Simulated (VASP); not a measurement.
# KF (Fm-3m) in VASP: a series of runs, part 2 of 2

VASP 6.6.1. Earlier steps stand in the parts before.

### Step 4. Relaxation of cell and atoms, PBE

This run uses another cell than the first one, of 19.11 Å³/atom, 0.960 times its volume.

Contents of INCAR:

```
SYSTEM = KF
PREC     = Accurate       ! precision mode
ENCUT    = 600            ! plane-wave cutoff, eV
EDIFF    = 1E-6           ! SCF threshold, eV
ISMEAR   = 0              ! smearing method
SIGMA    = 0.02           ! smearing width, eV
LREAL    = .False.        ! projectors in reciprocal space
LASPH    = .True.         ! aspherical terms in the spheres
NELM     = 100            ! most SCF steps
ALGO     = Fast           ! electronic algorithm
ISIF     = 3              ! what is computed and relaxed
LWAVE    = .False.        ! write WAVECAR
LCHARG   = .False.        ! write CHGCAR
GGA      = PE             ! functional
IBRION   = 2              ! ionic algorithm
NSW      = 100            ! ionic steps
EDIFFG   = -0.005         ! ionic threshold
```

Contents of KPOINTS:

```
regular mesh
0
Gamma
  8 8 8
  0 0 0
```

Contents of POSCAR:

```
KF
1.0
    0.0000000000      2.6735000000      2.6735000000
    2.6735000000      0.0000000000      2.6735000000
    2.6735000000      2.6735000000      0.0000000000
K F
1 1
Direct
    0.0000000000      0.0000000000      0.0000000000
    0.5000000000      0.5000000000      0.5000000000
```

Potentials or basis: VASP PAW PBE potentials, release 64 (K_sv, F).

The run is started by

```console
> cat potpaw_PBE.64/K_sv/POTCAR potpaw_PBE.64/F/POTCAR > POTCAR
> mpirun -np 1 vasp_std > vasp.out
```

OUTCAR:

```text
SYSTEM = KF
   PREC = Accurate
   ENCUT = 600
   EDIFF = 1E-6
   ISMEAR = 0
   LREAL = .False.
   LASPH = .True.
   NELM = 100
   ISIF = 3
   GGA = PE
   IBRION = 2
   NSW = 100
   EDIFFG = -0.005

 ion  position               nearest neighbor table
   1  0.000  0.000  0.000-   2 2.67   2 2.67   2 2.67   2 2.67   2 2.67   2 2.67
   2  0.500  0.500  0.500-   1 2.67   1 2.67   1 2.67   1 2.67   1 2.67   1 2.67

  LATTYP: Found a face centered cubic cell.
 ALAT       =     5.3470000000

  Lattice vectors:

 A1 = (   0.0000000000,   2.6735000000,   2.6735000000)
 A2 = (   2.6735000000,   0.0000000000,   2.6735000000)
 A3 = (   2.6735000000,   2.6735000000,   0.0000000000)

Analysis of symmetry for initial positions (statically):
=====================================================================
 Subroutine PRICEL returns:
 Original cell was already a primitive cell.

 Routine SETGRP: Setting up the symmetry group for a
 face centered cubic supercell.

 Subroutine GETGRP returns: Found 48 space group operations
 (whereof 48 operations were pure point group operations)
 out of a pool of 48 trial point group operations.

The static configuration has the point symmetry O_h .

Analysis of symmetry for dynamics (positions and initial velocities):
[... 171 lines left out ...]
  in kB       13.0956762     13.0956762     13.0956762      0.0000000      0.0000000      0.0000000
  external PRESSURE =      13.0956762 kB  Pullay stress =       0.0000000 kB
[... 95 lines left out ...]
--------------------------------------- Ionic step        4  -------------------------------------------

 number of electron      15.9999992 magnetization

 Free energy of the ion-electron system (eV)
  ---------------------------------------------------
  ext. energy  EPLUGINS =         0.00000000
  ---------------------------------------------------
  free energy    TOTEN  =        -8.29900806 eV

  energy without entropy =       -8.29900806  energy(sigma->0) =       -8.29900806

 E-fermi :  -2.7761     XC(G=0):  -8.2111

 val. band max:       -2.9160854527   @ k =   0.0000   0.0000   0.0000
 cond. band min:       3.0315825672   @ k =   0.0000   0.0000   0.0000
 fundamental gap:      5.9476680199
 Fermi energy:        -2.7761016196

 k-point     1 :       0.0000    0.0000    0.0000
  band No.  band energies     occupation
      1     -29.1745      2.00000
      2     -21.5508      2.00000
      3     -12.4543      2.00000
      4     -12.4543      2.00000
      5     -12.4543      2.00000
      6      -2.9161      2.00000
      7      -2.9161      2.00000
      8      -2.9161      2.00000
      9       3.0316      0.00000
     10       7.6429      0.00000
     11       7.6429      0.00000
     12       7.6429      0.00000
[... 331 lines left out ...]
 k-point    24 :      -0.3750    0.2500    0.1250
  band No.  band energies     occupation
      1     -29.0875      2.00000
      2     -21.5985      2.00000
      3     -12.7391      2.00000
      4     -12.6427      2.00000
      5     -12.5208      2.00000
      6      -3.4559      2.00000
      7      -3.1752      2.00000
      8      -3.1602      2.00000
      9       6.3103      0.00000
     10       6.9652      0.00000
     11       8.5203      0.00000
     12       9.5765      0.00000

 [... further k-points ...]
[... 5 lines left out ...]
  --------------------------------------------------------------------------------------
  -------------------------------------------------------------------------------------
  Total        0.0044135      0.0044135      0.0044135      0.0000000      0.0000000      0.0000000
  in kB        0.1775819      0.1775819      0.1775819      0.0000000      0.0000000      0.0000000
  external PRESSURE =       0.1775819 kB  Pullay stress =       0.0000000 kB
[... 17 lines left out ...]
  FREE ENERGIE OF THE ION-ELECTRON SYSTEM (eV)
  ---------------------------------------------------
  free  energy   TOTEN  =        -8.2990080603 eV

  energy  without entropy=       -8.2990080603  energy(sigma->0) =       -8.29900806

 reached required accuracy - stopping structural energy minimisation
```

Run time: 60 s. Hardware: 1 thread of AMD EPYC 7R13 (Zen 3), shared host; peak memory 0.15 GiB.

Results:

| Item | Value |
| --- | --- |
| Free energy | -8.2990 eV |
| Relaxed volume | 19.91 Å³/atom |
| Relaxed cell | a = 3.833 Å, b = 3.833 Å, c = 3.833 Å, α = 60.00°, β = 60.00°, γ = 60.00° |
| Space group after relaxing (to 0.05 Å) | Fm-3m (No. 225) |
| Energy gained by relaxing | 3.2 meV/atom |
| Ionic steps | 4 |
| Pressure after relaxing | 0.0 GPa |
| Band gap on the k mesh | 5.95 eV, direct |

The path:
| step | energy change (eV) | largest force (eV/Å) | pressure (GPa) | volume (Å³) |
| --- | --- | --- | --- | --- |
| 1 | 0.0000 | 0.0000 | 1.31 | 38.22 |
| 2 | -0.0051 | 0.0000 | 0.54 | 39.09 |
| 3 | -0.0063 | 0.0000 | 0.12 | 39.65 |
| 4 | -0.0064 | 0.0000 | 0.02 | 39.82 |

Final structure:
```yaml
crystal:
  lattice:
    - [0.00000, 2.71033, 2.71033]
    - [2.71033, 0.00000, 2.71033]
    - [2.71033, 2.71033, 0.00000]
  atoms:
    - { symbol: K, position: [0.00000, 0.00000, 0.00000] }
    - { symbol: F, position: [0.50000, 0.50000, 0.50000] }
```

A k mesh can miss the band edges. Zero-point motion and thermal expansion aren't in these numbers.

### Step 5. Summary

| task | cell | cutoff (eV) | smearing | gap on the mesh (eV) | pressure (GPa) |
| --- | --- | --- | --- | --- | --- |
| single point | Fm-3m, 19.91 Å³/atom | 520 | gaussian 0.05 eV | 5.95 | 0.0 |
| single point | Fm-3m, 19.91 Å³/atom | 520 | gaussian 0.02 eV | 5.95 | 0.0 |
| relaxation of cell and atoms | relaxed | 600 | gaussian 0.02 eV | 5.95 | 0.0 |

Alike in all rows: level PBE; potentials or basis VASP PAW PBE potentials, release 64 (K_sv, F); no spin polarisation; k mesh 8 × 8 × 8.

Total energies depend on the potentials used, so only differences within one code and one set of settings carry meaning.
